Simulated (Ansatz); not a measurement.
# Li (Fm-3m) in Ansatz: further runs

Aim: see how the results for Li move with the level of theory and the settings. Levels: PBE, rPW86-PBE, PBE-LDA. Tasks: single point, atomic charges.

Program: Ansatz 0.2.0. These are calculated values, not measurements. Logs are shortened: lines on timing, memory, paths and dates and some standing lists are left out, and cuts for length are marked.

**1. The structure**

The structure is cubic, space group Fm-3m (No. 225). The conventional cell has a = 4.404 Å, b = 4.404 Å, c = 4.404 Å, α = 90.00°, β = 90.00°, γ = 90.00°. Li (site symmetry m-3m) has 12 Li at 3.11 Å as nearest neighbours.

This isn't the form of Li at room conditions, which is bcc.

**2. Single point, PBE**

Contents of input.yaml:

```yaml
crystal:
  lattice:
    - [0.0, 2.202, 2.202]
    - [2.202, 0.0, 2.202]
    - [2.202, 2.202, 0.0]
  atoms:
    - { symbol: Li, position: [0.0, 0.0, 0.0] }
kpoints:
  mp_grid: { grid: [6, 6, 6] }
scf:
  occupations: { method: fermi_dirac, width: 0.02 }
hamiltonian:
  xc: pbe
  pseudopotentials: { kind: all_electron, lapw: { basis_error: 0.002 } }
output:
  forces: true
  stress: true
  eigenvalues: true
```

Potentials or basis: all-electron LAPW, scalar-relativistic.

The run is started by

```
$ ansatz run input.yaml --threads 1 --pin off --max-ram 2560MiB --backend cpu --events-out ev --progress --plain --runs-dir out
```

Standard output:

```text
Warning: RAYON_NUM_THREADS=1 ignored (pool sized by the plan → 1); use --threads N
LAPW: plane waves up to 3.729 Å⁻¹, error target 2.0e-3 eV per atom; small_component_spin mean_spin; Li in spheres of 1.557 Å, 3 of its electrons in bands, Dirac shells [] (how accurate: hamiltonian.pseudopotentials.lapw.basis_error, Limitations)
Engine: ansatz 0.2.0, x86_64-unknown-linux-gnu
Pseudopotentials: kind: all_electron
Pseudopotential: Li, LAPW, valence charge 3, lapw/all_electron/scalar/gaussian/Li, Koelling and Harmon's equation, gaussian nucleus
Functional definition: PBE
  parameter kappa = 0.804
  parameter beta = 0.06672455060314922
  exchange = pbe_x(kappa = kappa, mu = beta*pi^2/3)
  correlation = pbe_c(beta = beta)
Crystal: 1 atoms, lattice volume = 21.354 Å³
Basis set: ecut = 52.96815979912315 eV, 15 PW (Γ), exchange–correlation at level 2
Bands: 6, of which v1, the nominal top of the filled ones, is band 2 counted from 1 (1 counted from 0)
Symmetry: 48 space group operations
Space group: Fm-3m (ITA 225), of the structure as read, at distance tolerance 2.8e-5 Å
k-points: 16 of 216
Non-local potential: Li, projectors of the file, none
Initial density: superposition of atomic densities (chi_scale 0.1, normalization cell)
Initial wavefunctions: plane waves of lowest kinetic energy (no species holds an atomic orbital)
Functional: x = pbe(κ = 0.804, μ = 0.2195149727645171), c = pbe(β = 0.06672455060314922)
iter 1 solved again at ethr=1.85e-5 eV; its pass at ethr=1.00e-1 eV (dr2=5.55e-4 eV) is discarded
SCF iter   1: F=—  HF=-204.661381 eV  |F-HF|=—  |Δ(HF+E_count)|=         —  Δρ=1.56e-3  dr2=5.51e-4  ethr=1.85e-5  ⟨swp⟩=3.8  Hψ=800  notcnv=0
preconditioner: auto → none  [insulator: Δε(μ)=0.227 eV  Ē_g=10.169 eV  σ=0.020 eV  W_gap=0.79  n_scr=0 (ndim 8)  ℏωp=8.0 eV  f_vac=0.000  D(μ)=1.83/eV (n_scr^D=14)  ε∞_Penn≈1.6]
SCF iter   2: F=—  HF=-204.660731 eV  |F-HF|=—  |Δ(HF+E_count)|=   6.50e-4  Δρ=7.77e-4  dr2=1.37e-4  ethr=1.84e-5  ⟨swp⟩=2.0  Hψ=265  notcnv=0
iter 3 solved again at ethr=7.94e-9 eV; its pass at ethr=4.56e-6 eV (dr2=2.38e-7 eV) is discarded
SCF iter   3: F=—  HF=-204.660607 eV  |F-HF|=—  |Δ(HF+E_count)|=   1.24e-4  Δρ=3.27e-5  dr2=2.37e-7  ethr=7.94e-9  ⟨swp⟩=2.0  Hψ=450  notcnv=0
SCF iter   4: F=-204.660607 eV  HF=-204.660607 eV  |F-HF|=3.41e-10  |Δ(HF+E_count)|=   9.68e-9  Δρ=1.14e-6  dr2=2.52e-10  ethr=7.89e-9  ⟨swp⟩=2.0  Hψ=265  notcnv=0
SCF 1 converged in 4 iterations: F = -204.660607 eV  dr2 = 2.52e-10
SCF converged after 4 iterations
Free energy (F): -204.660607 eV
Harris-Foulkes:  -204.660607 eV  (|F-HF|=3.41e-10)
Internal energy: -204.658332 eV  (E = F + TS)
E sigma→0 (E₀):  -204.659469 eV
Entropy (-TS):   -0.002275 eV (-2.275 meV/atom)
Fermi energy:    0.555896 eV
--- Per-component energies (eV) ---
  E_band       = -92.251713
  E_kinetic    = 202.885231
  E_xc         = -50.653355
  E_electrostatic = -356.890208  (all electrons and nuclei)
  E_smearing   = -0.002275  (= −TS)
  E_closure    = 0.000000  (closes the sum)
  E_atoms      = -202.784629  (free atoms, spherical and without spin; not in F)
  Σ components = -204.660607   (vs F -204.660607, Δ=0.00e0)
  Basis errors (estimates in eV, not in F): energy 9.3e-4 per atom: plane waves 9.3e-4 (4.8e-4 summed), levels above the bands 0.0e0, relativity 1.1e-7, radial functions 4.3e-6, core shells 0.0e0; eigenvalues (radial functions only) 8.0e-4; not estimated: angular momenta, meshes, grids; target (lapw.basis_error) 2.0e-3; muffin-tin radii Li 1.557 Å
--- Forces (eV/Å), atoms counted from 1 ---
  atom   1  Li    -0.00000000    -0.00000000    -0.00000000
  max |Σ_I F_I| component: 5.39e-33 eV/Å
--- Stress (GPa, compression-positive) ---
       -0.483175      -0.000000       0.000000
       -0.000000      -0.483175      -0.000000
        0.000000      -0.000000      -0.483175
  P = ⅓ Tr σ = -0.4832 GPa (-4.832 kbar)
--- Band table (eV; the first three rows and the last of 16) ---
  k-point 0: bands = ["-45.8455", "-2.7518", "14.5921", "14.5921", "14.5921", "18.3952"]
  k-point 1: bands = ["-45.8419", "-2.2639", "10.9036", "13.8311", "13.8311", "17.7514"]
  k-point 2: bands = ["-45.8347", "-0.8246", "6.2132", "13.1060", "13.1060", "17.7818"]
  k-point 15: bands = ["-45.8263", "3.0889", "5.0770", "5.6012", "8.9852", "16.0103"]
```

Wall time 0.33 s (1 thread of Intel Xeon 6975P-C (Granite Rapids), shared host); peak memory 0.21 GiB.

Results:

| Item | Value |
| --- | --- |
| Free energy | -204.6606 eV |
| Pressure | -0.5 GPa |
| Band gap on the k mesh | none (metal or under the smearing width) |

Levels at points of the mesh, in eV from the Fermi level:
```
             k point  band 1  band 2  band 3  band 4  band 5
  (0.00, 0.00, 0.00)  -46.40   -3.31   14.04   14.04   14.04
 (0.00, 0.00, -0.50)  -46.39    0.20    2.94   12.37   12.37
(0.00, -0.50, -0.50)  -46.38    1.69    4.71    8.34    8.34
```

Caveat: the k mesh is coarse (spacing up to 0.41 Å⁻¹), so the values aren't converged.

**3. Atomic charges, rPW86-PBE, collinear spin, ferromagnetic start**

Contents of input.yaml:

```yaml
crystal:
  lattice: { a: 3.1140982643, b: 3.1140982643, c: 3.1140982643, alpha: 60.0, beta: 60.0, gamma: 60.0 }
  atoms:
    - { symbol: Li, position: [0.0, 0.0, 0.0], spin: 0.5 }
kpoints:
  mp_grid: { grid: [10, 10, 10] }
scf:
  occupations: { method: tetrahedron }
  convergence: { dr2_threshold: 1.0e-06 }
hamiltonian:
  xc: { exchange: rpw86, correlation: pbe }
  pseudopotentials: { kind: all_electron, lapw: { basis_error: 0.0005 } }
magnetization:
  spin_polarized: true
output:
  forces: true
  stress: true
  eigenvalues: true
  populations: true
```

Potentials or basis: all-electron LAPW, scalar-relativistic.

The run is started by

```
$ ansatz run input.yaml --threads 1 --pin off --max-ram 2560MiB --backend cpu --events-out ev --progress --plain --runs-dir out
```

Standard output:

```text
Warning: output.forces, output.stress, relax.cell or npt_langevin: where a Kohn–Sham band that disperses or a degenerate level is filled in part under the method tetrahedron, the forces or the stress that this run publishes need not agree with its energy (scf.occupations.method in the input reference, under Limitations); prefer a smearing scheme for the forces or the stress
Warning: scf.convergence.dr2_threshold = 1e-6 eV is looser than this run's default, which is 1e-7 eV or tighter. The error in the forces grows as the threshold's square root, so leave the key out unless less accurate forces are enough
Warning: output.stress: scf.convergence.dr2_threshold = 1e-6 eV is looser than the 1e-7 eV advised for a printed stress on datasets or a basis made for the crystal, by an estimate of what a threshold leaves in their stress. Set scf.convergence.dr2_threshold to 1e-7 eV or tighter
Warning: RAYON_NUM_THREADS=1 ignored (pool sized by the plan → 1); use --threads N
Li: projections on atomic orbitals take those of the free atom 1s2 2s1, of charge +0.00 (hamiltonian.pseudopotentials.projection_atoms)
LAPW: plane waves up to 4.295 Å⁻¹, error target 5.0e-4 eV per atom; small_component_spin mean_spin; Li in spheres of 1.557 Å, 3 of its electrons in bands, Dirac shells [] (how accurate: hamiltonian.pseudopotentials.lapw.basis_error, Limitations)
[... 3 set-up lines as earlier in the session ...]
Functional definition: unnamed
  exchange = rpw86_x
  correlation = pbe_c
davidson cushion auto → on  (no smearing: the cushion is to keep the highest requested band from converging to the state above it; pin scf.eigensolver.cushion to override)
Crystal: 1 atoms, lattice volume = 21.354 Å³
Basis set: ecut = 70.29881540680532 eV, 27 PW (Γ), exchange–correlation at level 2
Bands: 6, of which v1, the nominal top of the filled ones, is band 2 counted from 1 (1 counted from 0)
[... 2 set-up lines as earlier in the session ...]
Magnetic group: BNS 225.116 (UNI 1618), of the structure as read, at distance tolerance 2.8e-5 Å
k-points: 47 of 1000
[... 2 set-up lines as earlier in the session ...]
Starting moments: Σ|m| = 0.5 μB on 1 of 1 site
[... 1 set-up line as earlier in the session ...]
Functional: x = rpw86, c = pbe(β = 0.06672455060314922)
iter 1 solved again at ethr=2.68e-5 eV; its pass at ethr=1.00e-1 eV (dr2=8.04e-4 eV) is discarded
SCF iter   1: F=—  HF=-206.023483 eV  |F-HF|=—  |Δ(HF+E_count)|=         —  Δρ=6.05e-3 (↑6.05e-3 ↓5.94e-3)  dr2=7.99e-4  dr2_m=6.87e-3  M=0.248 μB ∫|m|=0.248 μB  β_m=0.30  ethr=2.68e-5  ⟨swp⟩=4.0  Hψ=4934  notcnv=0
[... 25 lines left out ...]
this state was not tested for a lower state beside it, because cold or Methfessel-Paxton smearing, or corrected tetrahedra, fill the levels in a way that the test cannot read (fill_not_monotonic; see scf.lower_state_search)
SCF converged after 16 iterations
Magnetization: -0.0000 μB (1.5000 up, 1.5000 down)
Absolute magnetization: 0.0000 μB (∫|ρ↑−ρ↓|)
Spin contamination: 0.0000 ħ² per cell (⟨S²⟩ above its minimum at these occupations)
Per-site moments (μB) at R_I (Å): [(-2.488832568925403e-7, 1.5570491089481575)]
Free energy (F): -206.086605 eV
Harris-Foulkes:  -206.086605 eV  (|F-HF|=3.13e-13)
Internal energy: -206.086605 eV  (E = F + TS)
E sigma→0 (E₀):  -206.086605 eV
Fermi energy:    0.728283 eV
--- Per-component energies (eV) ---
  E_band       = -93.442672
  E_kinetic    = 204.140532
  E_xc         = -52.165208
  E_electrostatic = -358.061929  (all electrons and nuclei)
  E_smearing   = -0.000000  (= −TS)
  E_closure    = 0.000000  (closes the sum)
  E_atoms      = -204.255314  (free atoms, spherical and without spin; not in F)
  Σ components = -206.086605   (vs F -206.086605, Δ=0.00e0)
  Basis errors (estimates in eV, not in F): energy 1.9e-4 per atom: plane waves 1.8e-4 (1.3e-4 summed), levels above the bands 0.0e0, relativity 4.0e-9, radial functions 2.1e-6, core shells 0.0e0; eigenvalues (radial functions only) 7.7e-4; not estimated: angular momenta, meshes, grids; target (lapw.basis_error) 5.0e-4; muffin-tin radii Li 1.557 Å
--- Forces (eV/Å), atoms counted from 1 ---
  atom   1  Li     0.00000000    -0.00000000    -0.00000000
  max |Σ_I F_I| component: 4.11e-33 eV/Å
--- Stress (GPa, compression-positive) ---
       -0.915577       0.000000      -0.000000
        0.000000      -0.915577       0.000000
       -0.000000       0.000000      -0.915577
  P = ⅓ Tr σ = -0.9156 GPa (-9.156 kbar)
--- Band table (eV; the first three rows and the last of 94) ---
  k-point 0 ↑: bands = ["-46.4136", "-2.7739", "14.3917", "14.3917", "14.3917", "18.3903"]
  k-point 1 ↑: bands = ["-46.4123", "-2.5986", "12.7673", "14.0572", "14.0572", "17.5589"]
  k-point 2 ↑: bands = ["-46.4088", "-2.0732", "9.8276", "13.4788", "13.4788", "17.8557"]
  k-point 46 ↓: bands = ["-46.3950", "3.4172", "4.9219", "5.0084", "8.9232", "16.8309"]
--- Löwdin populations: 1 site ---
  site symbol       q [e]    m [muB]
     0     Li      2.9074    -0.0000
  spilling = 0.030870 (of n_electrons = 3.000000)
```

It took 3 s on 1 thread of Intel Xeon 6975P-C (Granite Rapids), shared host; peak memory 0.25 GiB.

Results:

- Free energy: -206.0866 eV
- Pressure: -0.9 GPa
- Band gap on the k mesh: none (metal or under the smearing width)
- Net moment: 0.00 μB per cell
- Absolute moment: 0.00 μB per cell

Caveat: with tetrahedron occupations forces and stress needn't match the slope of the energy; the starting moments weren't kept; the thresholds are loose for stress.

**4. Single point, PBE-LDA (volume scaled by 0.88)**

Contents of input.yaml:

```yaml
crystal:
  lattice: { a: 4.22028261, b: 4.22028261, c: 4.22028261, alpha: 90.0, beta: 90.0, gamma: 90.0 }
  space_group: 225
  setting: { hermann_mauguin: Fm-3m }
  reduce_to_primitive: true
  atoms:
    - { symbol: Li, position: [0.0, 0.0, 0.0] }
kpoints:
  mp_grid: { grid: [10, 10, 10] }
scf:
  occupations: { method: fermi_dirac, width: 0.025 }
hamiltonian:
  xc: { exchange: pbe, correlation: lda }
  pseudopotentials: { kind: all_electron, lapw: { basis_error: 0.002 } }
output:
  forces: true
  stress: true
  eigenvalues: true
```

Potentials or basis: all-electron LAPW, scalar-relativistic.

The run is started by

```
$ ansatz run input.yaml --threads 1 --pin off --max-ram 2560MiB --backend cpu --events-out ev --progress --plain --runs-dir out
```

Standard output:

```text
Warning: RAYON_NUM_THREADS=1 ignored (pool sized by the plan → 1); use --threads N
crystal.space_group: 225 is read as Fm-3m: the typed cell holds Li4 (Li 4a). Least distances (Å): Li–Li 2.984
LAPW: plane waves up to 4.071 Å⁻¹, error target 2.0e-3 eV per atom; small_component_spin mean_spin; Li in spheres of 1.492 Å, 3 of its electrons in bands, Dirac shells [] (how accurate: hamiltonian.pseudopotentials.lapw.basis_error, Limitations)
[... 4 set-up lines as earlier in the session ...]
  exchange = pbe_x
  correlation = pw_c
Crystal: 1 atoms, lattice volume = 18.792 Å³
Basis set: ecut = 63.143003022820785 eV, 15 PW (Γ), exchange–correlation at level 2
Bands: 6, of which v1, the nominal top of the filled ones, is band 2 counted from 1 (1 counted from 0)
[... 1 set-up line as earlier in the session ...]
Space group: Fm-3m (ITA 225), of the structure as read, at distance tolerance 2.7e-5 Å
k-points: 47 of 1000
[... 3 set-up lines as earlier in the session ...]
Functional: x = pbe(κ = 0.804, μ = 0.2195149727645171), c = lda
iter 1 solved again at ethr=2.73e-5 eV; its pass at ethr=1.00e-1 eV (dr2=8.19e-4 eV) is discarded
SCF iter   1: F=—  HF=-207.203103 eV  |F-HF|=—  |Δ(HF+E_count)|=         —  Δρ=2.08e-3  dr2=8.13e-4  ethr=2.73e-5  ⟨swp⟩=3.8  Hψ=2352  notcnv=0
preconditioner: auto → none  [metal: Δε(μ)=0.039 eV  Ē_g=10.965 eV  σ=0.025 eV  W_gap=0.37  n_scr=0 (ndim 8)  ℏωp=8.6 eV  f_vac=0.000  D(μ)=0.92/eV (n_scr^D=8)]
SCF iter   2: F=—  HF=-207.205314 eV  |F-HF|=—  |Δ(HF+E_count)|=   2.21e-3  Δρ=1.20e-3  dr2=2.74e-4  ethr=2.71e-5  ⟨swp⟩=2.0  Hψ=868  notcnv=0
iter 3 solved again at ethr=9.95e-8 eV; its pass at ethr=9.14e-6 eV (dr2=2.99e-6 eV) is discarded
SCF iter   3: F=—  HF=-207.206663 eV  |F-HF|=—  |Δ(HF+E_count)|=   1.35e-3  Δρ=1.21e-4  dr2=2.98e-6  ethr=9.95e-8  ⟨swp⟩=2.0  Hψ=1543  notcnv=0
SCF iter   4: F=-207.206682 eV  HF=-207.206682 eV  |F-HF|=2.99e-7  |Δ(HF+E_count)|=   1.88e-5  Δρ=1.66e-5  dr2=5.90e-8  ethr=9.95e-8  ⟨swp⟩=2.6  Hψ=808  notcnv=0
SCF 1 converged in 4 iterations: F = -207.206682 eV  dr2 = 5.90e-8
SCF converged after 4 iterations
Free energy (F): -207.206682 eV
Harris-Foulkes:  -207.206682 eV  (|F-HF|=2.99e-7)
Internal energy: -207.204924 eV  (E = F + TS)
E sigma→0 (E₀):  -207.205803 eV
Entropy (-TS):   -0.001759 eV (-1.759 meV/atom)
Fermi energy:    1.094424 eV
--- Per-component energies (eV) ---
  E_band       = -92.790916
  E_kinetic    = 204.744094
  E_xc         = -53.558419
  E_electrostatic = -358.390598  (all electrons and nuclei)
  E_smearing   = -0.001759  (= −TS)
  E_closure    = 0.000000  (closes the sum)
  E_atoms      = -205.629030  (free atoms, spherical and without spin; not in F)
  Σ components = -207.206682   (vs F -207.206682, Δ=0.00e0)
  Basis errors (estimates in eV, not in F): energy 6.0e-4 per atom: plane waves 5.9e-4 (4.1e-4 summed), levels above the bands 2.7e-277, relativity 7.1e-9, radial functions 5.3e-6, core shells 0.0e0; eigenvalues (radial functions only) 8.9e-4; not estimated: angular momenta, meshes, grids; target (lapw.basis_error) 2.0e-3; muffin-tin radii Li 1.492 Å
--- Forces (eV/Å), atoms counted from 1 ---
  atom   1  Li     0.00000000     0.00000000    -0.00000000
  max |Σ_I F_I| component: 6.42e-34 eV/Å
--- Stress (GPa, compression-positive) ---
        1.079356       0.000000       0.000000
        0.000000       1.079356       0.000000
        0.000000       0.000000       1.079356
  P = ⅓ Tr σ = 1.0794 GPa (10.794 kbar)
--- Band table (eV; the first three rows and the last of 47) ---
  k-point 0: bands = ["-46.2738", "-2.5180", "16.0160", "16.0160", "16.0160", "20.3601"]
  k-point 1: bands = ["-46.2717", "-2.3352", "14.2504", "15.6490", "15.6490", "19.3992"]
  k-point 2: bands = ["-46.2661", "-1.7872", "11.0696", "15.0187", "15.0187", "19.7549"]
  k-point 46: bands = ["-46.2442", "4.0250", "5.6673", "5.7330", "10.4146", "18.6718"]
```

Run time: 0.57 s. Hardware: 1 thread of Intel Xeon 6975P-C (Granite Rapids), shared host; peak memory 0.22 GiB.

Results:

```
Free energy            : -207.2067 eV
Pressure               : 1.1 GPa
Band gap on the k mesh : none (metal or under the smearing width)
```

**5. Overview**

```csv
task,level,spin,cell,k mesh,cutoff (eV),smearing,scf convergence dr2 threshold,basis error allowed,other keys,mesh quality,gap on the mesh (eV),pressure (GPa)
single point,PBE,off,as given,6 × 6 × 6,53,fermi-dirac 0.02 eV,-,0.002 eV/atom,-,coarse,none,-0.5
atomic charges,rPW86-PBE,"collinear, ferromagnetic start",as given,10 × 10 × 10,70,tetrahedron,1e-06,0.0005 eV/atom,scf.convergence.dr2_threshold = 1e-06,not flagged,none,-0.9
single point,PBE-LDA,off,volume scaled by 0.88,10 × 10 × 10,63,fermi-dirac 0.025 eV,-,0.002 eV/atom,-,not flagged,none,1.1
```

Alike in all rows: potentials or basis all-electron LAPW, scalar-relativistic.

Caveats: some runs use coarse meshes; with tetrahedron occupations forces and stress needn't match the slope of the energy (some runs); the starting moments weren't kept (some runs); the thresholds are loose for stress (some runs).

Compare energies only between runs with the same functional and basis.
